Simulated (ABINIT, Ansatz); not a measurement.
# LiCl (Fm-3m): the LO frequency by hand

Wanted: the LO mode of LiCl (Fm-3m) from the TO mode and the field response.

Method: DFT LDA, scalar-relativistic, plane waves, PseudoDojo norm-conserving pseudopotentials, in ABINIT 10.8.3.

The database entry behind the starting cell differs from later determinations by our own check (0.1 to 0.3 % short, probably kX units), so it need not match the best structure at ambient conditions.

### 1. The relaxed structure

Symmetry: Fm-3m, No. 225, cubic system. Conventional cell: a = 4.964 Å, b = 4.964 Å, c = 4.964 Å, α = 90.00°, β = 90.00°, γ = 90.00°. Nearest to Li lie 6 Cl at 2.48 Å. Nearest to Cl lie 6 Li at 2.48 Å. Farther neighbours and most contacts between anions are not listed.

Coordinates:

```xyz
2
Lattice="0.0000 2.4822 2.4822 2.4822 0.0000 2.4822 2.4822 2.4822 0.0000" Properties=species:S:1:pos:R:3 pbc="T T T"
Li    0.0000    0.0000    0.0000
Cl    2.4822    2.4822    2.4822
```

This is the cell after its relaxation at this level of theory, not the database cell from which that began.

### 2. What the response run gave

A linear-response run on the relaxed cell, with the response to an electric field; only its zone-centre results are used. Cutoff 33 Ha, k mesh 6×6×6 with shifts.

Numbers of over 12 decimals in the logs are rounded to 6 here.

Output:

```text
[banners, grids, parts of the stress and lines that vanish by symmetry left out]
- input  file    -> dfpt_gamma.abi
- output file    -> dfpt_gamma.abo
- root for input  files -> dfpt_gammai
[...]
DATASET    1 : space group Fm -3 m (#225); Bravais cF (face-center cubic)
[...]
nfft =       46656          nkpt =         432
[...]
DATASET    2 : space group Fm -3 m (#225); Bravais cF (face-center cubic)
[...]
nfft =       46656          nkpt =         432
[...]
DATASET    3 : space group Fm -3 m (#225); Bravais cF (face-center cubic)
[...]
mpw =        1883          nfft =       46656          nkpt =         432
[...]
== DATASET  1 ==================================================================
[...]
cutoff_energies: {ecut:  33.0, pawecutdg:  -1.0, }
[...]
- 17.00000   7.00000  180309                  znucl, zion, pspdat
[...]
Perturbation : derivative vs k along direction   1
[...]
-ETOT  1  -12.894046425863     -1.289E+01 9.186E-02 0.000E+00
 ETOT  2  -12.913134031389     -1.909E-02 2.491E-04 0.000E+00
 ETOT  3  -12.913184574687     -5.054E-05 6.724E-07 0.000E+00
 ETOT  4  -12.913184734729     -1.600E-07 2.137E-09 0.000E+00
 ETOT  5  -12.913184735280     -5.512E-10 8.099E-12 0.000E+00
[...]
At SCF step    9   max residual=  9.97E-21 < tolwfr=  1.00E-20 =>converged.
[...]
Perturbation : derivative vs k along direction   2
[...]
-ETOT  1  -12.894046425647     -1.289E+01 9.186E-02 0.000E+00
[...]
At SCF step    9   max residual=  9.96E-21 < tolwfr=  1.00E-20 =>converged.
[...]
Perturbation : derivative vs k along direction   3
[...]
-ETOT  1  -12.894046425431     -1.289E+01 9.186E-02 0.000E+00
[...]
At SCF step    9   max residual=  9.97E-21 < tolwfr=  1.00E-20 =>converged.
[...]
1        1       1.2663461756   -0.0000000000
     1        2       0.6331730878   -0.0000000000
     1        3       0.6331730878    0.0000000000
     2        1       0.6331730878   -0.0000000000
     2        2       1.2663461757   -0.0000000000
     2        3       0.6331730878   -0.0000000000
     3        1       0.6331730878    0.0000000000
     3        2       0.6331730878   -0.0000000000
     3        3       1.2663461757   -0.0000000000
[...]
== DATASET  2 ==================================================================
[...]
cutoff_energies: {ecut:  33.0, pawecutdg:  -1.0, }
[...]
Perturbation : displacement of atom   1   along direction   1
[...]
1    4   1    4         3.1869606061        -0.0000000000
   1    4   2    4        -0.0000000000        -0.0000000000
   1    4   3    4         0.0000000000        -0.0000000000
   2    4   1    4        -0.0000000000        -0.0000000000
   2    4   2    4         3.1869606061        -0.0000000000
   2    4   3    4        -0.0000000000        -0.0000000000
   3    4   1    4        -0.0000000000        -0.0000000000
   3    4   2    4         0.0000000000        -0.0000000000
   3    4   3    4         3.1869606061        -0.0000000000
  Effective charges, in cartesian coordinates,
[...]
1    1   1    4         1.1664452546         0.0000000000
   2    1   1    4        -0.0000000000         0.0000000000
   3    1   1    4         0.0000000000         0.0000000000
   1    2   1    4        -1.1659183928         0.0000000000
   2    2   1    4         0.0000000000         0.0000000000
[...]
Effective charges, in cartesian coordinates,
[...]
2    4   1    2         0.0000000000         0.0000000000
   3    4   1    2        -0.0000000000         0.0000000000
   1    4   2    2         0.0000000000         0.0000000000
   2    4   2    2        -1.1659183795         0.0000000000
   3    4   2    2         0.0000000000         0.0000000000
   1    4   3    2        -0.0000000000         0.0000000000
   2    4   3    2         0.0000000000         0.0000000000
   3    4   3    2        -1.1659183795         0.0000000000
  Phonon wavevector (reduced coordinates) :  0.00000  0.00000  0.00000
 Phonon energies in Hartree :
[...]
Phonon frequencies in cm-1    :
-  5.759112E-01  5.759113E-01  5.759115E-01  2.286380E+02  2.286380E+02
-  2.286380E+02
  Phonon at Gamma, with non-analyticity in the
[...]
Phonon energies in Hartree :
[...]
Phonon frequencies in cm-1    :
-  5.759112E-01  5.759113E-01  5.768165E-01  2.286380E+02  2.286380E+02
-  4.130090E+02
  Phonon at Gamma, with non-analyticity in the
[...]
Phonon energies in Hartree :
[...]
Phonon frequencies in cm-1    :
-  5.759112E-01  5.759115E-01  5.768163E-01  2.286380E+02  2.286380E+02
-  4.130090E+02
  Phonon at Gamma, with non-analyticity in the
[...]
Phonon energies in Hartree :
[...]
Phonon frequencies in cm-1    :
-  5.759113E-01  5.759115E-01  5.768162E-01  2.286380E+02  2.286380E+02
-  4.130090E+02
[...]
== DATASET  3 ==================================================================
[...]
cutoff_energies: {ecut:  33.0, pawecutdg:  -1.0, }
[...]
1          1       -0.000000000       -0.000000000       -0.000000000
[...]
1          2       -0.000000000       -0.000000000       -0.000000000
[...]
1          3       -0.000000000       -0.000000000       -0.000000000
[...]
2          1       -0.000000000       -0.000000000       -0.000000000
[...]
2          2       -0.000000000       -0.000000000       -0.000000000
[...]
2          3       -0.000000000       -0.000000000       -0.000000000
[...]
strten2     0.0000000000E+00  0.0000000000E+00  0.0000000000E+00
           strten3     0.0000000000E+00  0.0000000000E+00  0.0000000000E+00
================================================================================
```

| quantity | value |
| --- | --- |
| cell volume Ω (Å³) | 30.588 |
| mass of Li (u) | 6.940 |
| mass of Cl (u) | 35.450 |
| Born charge of Li, raw (e) | 1.166 |
| Born charge of Cl, raw (e) | -1.166 |
| ε∞ | 3.187 |
| ω(TO) after the sum rule (cm⁻¹) | 228.6 |

### 3. The calculation

The charges must sum to zero over the cell; taking off their mean, 0.000 e, leaves Z* = 1.166 e on Li. In the polar mode Li moves against Cl, so the reduced mass is μ = 6.94 × 35.45 / 42.39 = 5.804 u.

A longitudinal wave builds up a field that adds to the restoring force: ω(LO)² = ω(TO)² + 4π Z*² / (μ Ω ε∞), in Hartree atomic units. With μ = 10580 electron masses and Ω = 206.42 bohr³ the second term is 2.4554e-06 Ha², or 118273 cm⁻² (1 Ha = 219474.6 cm⁻¹).

So ω(LO) = √(52276 + 118273) = 413.0 cm⁻¹, and by the Lyddane-Sachs-Teller relation ε₀ = ε∞ (ω(LO)/ω(TO))² = 10.40.

### 4. Check against the program

The analysis program adds the same non-analytic term to the full matrix.

Output:

```text
[banners, grids, parts of the stress and lines that vanish by symmetry left out]
-outvars_anaddb: echo values of input variables ----------------------

 Flags :
[...]
Dielectric Tensor and Effective Charges
[...]
Effective charge tensors after
[...]
1          1       -0.000000000       -0.000000000       -0.000000000
[...]
1          2       -0.000000000       -0.000000000       -0.000000000
[...]
1          3       -0.000000000       -0.000000000       -0.000000000
[...]
2          1       -0.000000000       -0.000000000       -0.000000000
[...]
2          2       -0.000000000       -0.000000000       -0.000000000
[...]
2          3       -0.000000000       -0.000000000       -0.000000000
[...]
Phonon wavevector (reduced coordinates) :  0.00000  0.00000  0.00000
 Phonon energies in Hartree :
[...]
Phonon energies in meV     :
-  0.000000E+00  0.000000E+00  0.000000E+00  2.834744E+01  2.834744E+01
-  2.834744E+01
 Phonon frequencies in cm-1    :
-  0.000000E+00  0.000000E+00  0.000000E+00  2.286376E+02  2.286376E+02
-  2.286376E+02
 Phonon frequencies in Thz     :
-  0.000000E+00  0.000000E+00  0.000000E+00  6.854382E+00  6.854382E+00
-  6.854382E+00
 Phonon energies in Kelvin  :
-  0.000000E+00  0.000000E+00  0.000000E+00  3.289584E+02  3.289584E+02
-  3.289584E+02
[...]
-  1  0.00000000E+00  0.00000000E+00  3.59724729E-03
-     0.00000000E+00  0.00000000E+00  0.00000000E+00
-  2  0.00000000E+00  0.00000000E+00  3.59723732E-03
-     0.00000000E+00  0.00000000E+00  0.00000000E+00
[...]
-  1  0.00000000E+00 -3.59724729E-03  0.00000000E+00
-     0.00000000E+00  0.00000000E+00  0.00000000E+00
-  2  0.00000000E+00 -3.59723732E-03  0.00000000E+00
-     0.00000000E+00  0.00000000E+00  0.00000000E+00
[...]
-  1  3.59724729E-03  0.00000000E+00  0.00000000E+00
-     0.00000000E+00  0.00000000E+00  0.00000000E+00
-  2  3.59723732E-03  0.00000000E+00  0.00000000E+00
-     0.00000000E+00  0.00000000E+00  0.00000000E+00
[...]
-  1  4.64810427E-07  1.35945668E-06  8.12985350E-03
-     0.00000000E+00  0.00000000E+00  0.00000000E+00
-  2  0.00000000E+00 -2.66157866E-07 -1.59168327E-03
-     0.00000000E+00  0.00000000E+00  0.00000000E+00
[...]
-  1  6.59705053E-07  8.12985349E-03 -1.35949440E-06
-     0.00000000E+00  0.00000000E+00  0.00000000E+00
-  2 -1.29158723E-07 -1.59168327E-03  2.66165250E-07
-     0.00000000E+00  0.00000000E+00  0.00000000E+00
[...]
-  1  8.12985359E-03 -6.59782770E-07 -4.64700104E-07
-     0.00000000E+00  0.00000000E+00  0.00000000E+00
-  2 -1.59168329E-03  1.29173939E-07  0.00000000E+00
[...]
-  5.120117E+01
 Phonon frequencies in cm-1    :
-  0.000000E+00  0.000000E+00  0.000000E+00  2.286376E+02  2.286376E+02
-  4.129653E+02
 Phonon frequencies in Thz     :
-  0.000000E+00  0.000000E+00  0.000000E+00  6.854382E+00  6.854382E+00
-  1.238039E+01
 Phonon energies in Kelvin  :
-  0.000000E+00  0.000000E+00  0.000000E+00  3.289584E+02  3.289584E+02
-  5.941649E+02
[...]
-  1  0.00000000E+00  0.00000000E+00  3.59724729E-03
[...]
-  2  0.00000000E+00  0.00000000E+00  3.59723732E-03
[...]
Phonon at Gamma, with non-analyticity in the
[...]
Phonon energies in Hartree :
[...]
Phonon energies in meV     :
-  0.000000E+00  0.000000E+00  0.000000E+00  2.834744E+01  2.834744E+01
-  5.120117E+01
 Phonon frequencies in cm-1    :
-  0.000000E+00  0.000000E+00  0.000000E+00  2.286376E+02  2.286376E+02
-  4.129653E+02
 Phonon frequencies in Thz     :
-  0.000000E+00  0.000000E+00  0.000000E+00  6.854382E+00  6.854382E+00
-  1.238039E+01
 Phonon energies in Kelvin  :
-  0.000000E+00  0.000000E+00  0.000000E+00  3.289584E+02  3.289584E+02
-  5.941649E+02
[...]
Phonon at Gamma, with non-analyticity in the
[...]
Phonon energies in Hartree :
[...]
Phonon energies in meV     :
-  0.000000E+00  0.000000E+00  0.000000E+00  2.834744E+01  2.834744E+01
-  5.120117E+01
 Phonon frequencies in cm-1    :
-  0.000000E+00  0.000000E+00  0.000000E+00  2.286376E+02  2.286376E+02
-  4.129653E+02
 Phonon frequencies in Thz     :
-  0.000000E+00  0.000000E+00  0.000000E+00  6.854382E+00  6.854382E+00
-  1.238039E+01
 Phonon energies in Kelvin  :
-  0.000000E+00  0.000000E+00  0.000000E+00  3.289584E+02  3.289584E+02
-  5.941649E+02
[...]
-  1  1.94835627E-04 -3.55972410E-03 -4.80182921E-04
[...]
-  2  1.94832624E-04 -3.55971670E-03 -4.80184053E-04
[...]
-  1  3.59027475E-03  1.78240638E-04  1.35385605E-04
[...]
-  2  3.59026730E-03  1.78242644E-04  1.35387730E-04
[...]
-  1  1.11007228E-03  5.11268516E-03 -6.22275743E-03
[...]
-  2 -2.17332757E-04 -1.00097443E-03  1.21830718E-03
[...]
-  1  6.54452083E-03 -4.23361121E-03 -2.31090962E-03
[...]
-  2 -1.28130283E-03  8.28867105E-04  4.52435728E-04
[...]
-         0.000000000       0.000000000       0.000000000
-         0.000000000       0.000000000       0.000000000
[...]
-         0.000000000       0.000000000       0.000000000
-         0.000000000       0.000000000       0.000000000
-         0.000000000       0.000000000       0.000000000
[...]
-         0.000000000       0.000000000       0.000000000
-         0.000000000       0.000000000       0.000000000
-         0.000000000       0.000000000       0.000000000
[...]
Direction                     Dielectric constant
[...]
0.00000   0.00000   1.00000     10.39701246
   1.00000   1.00000   1.00000     10.39701246
-
```

| quantity | by hand | program |
| --- | --- | --- |
| ω(LO) (cm⁻¹) | 413.0 | 413.0 |
| ε₀ | 10.40 | 10.40 |

### 5. Results

* TO mode: 228.6 cm⁻¹
* LO mode: 413.0 cm⁻¹
* static dielectric constant: 10.40

In words: The LO mode of LiCl (Fm-3m) lies at 413 cm⁻¹, 184 cm⁻¹ above the TO mode; the formula meets the program within 0.1 cm⁻¹, as it must for a cubic crystal with one polar mode. ω(LO)² − ω(TO)² goes with Z*²/ε∞: an error of 5 % in ε∞ would move the LO mode by 6.9 cm⁻¹, and semilocal functionals tend to overestimate ε∞. These are harmonic values at zero temperature, at the volume of this functional, for the structure held cubic; stability elsewhere in the zone is no part of this calculation.

[Host names and launcher messages were left out of these logs when they were recorded.]

[Logs are printed without paths, hosts, clocks, repeated set-up lines and the standing remarks that a program may print on its own settings, such as how far it seeks lower states.]

[Hosts, paths, dates, database ids (printed as entryN), source tags and the programs' standing remarks are cut or masked in the printed files.]
